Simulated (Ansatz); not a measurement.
CaF2 (fluorite, space group No. 225), r²SCAN in the plane-wave PAW code Ansatz: ε∞ = 2.19, cell volume 40.26 Å³. Infrared-active transverse modes:

```json
[
 {"ω_TO (cm⁻¹)": "262.6", "oscillator strength S_xx (e²/amu)": "0.2817"}
]
```

Compute the static dielectric constant.

Each mode adds (4.921e7/V) S/ω²: 4.99. So ε0 = 7.18.

What LO frequency does the Lyddane–Sachs–Teller relation give?

ω_LO = ω_TO √(ε0/ε∞) = 476 cm⁻¹.

Space group Fm-3m (fluorite). The cell was relaxed with r²SCAN under the symmetry of its start; phonons on a q-mesh show no instability.

Potentials: the earlier of the program's two PAW sets.
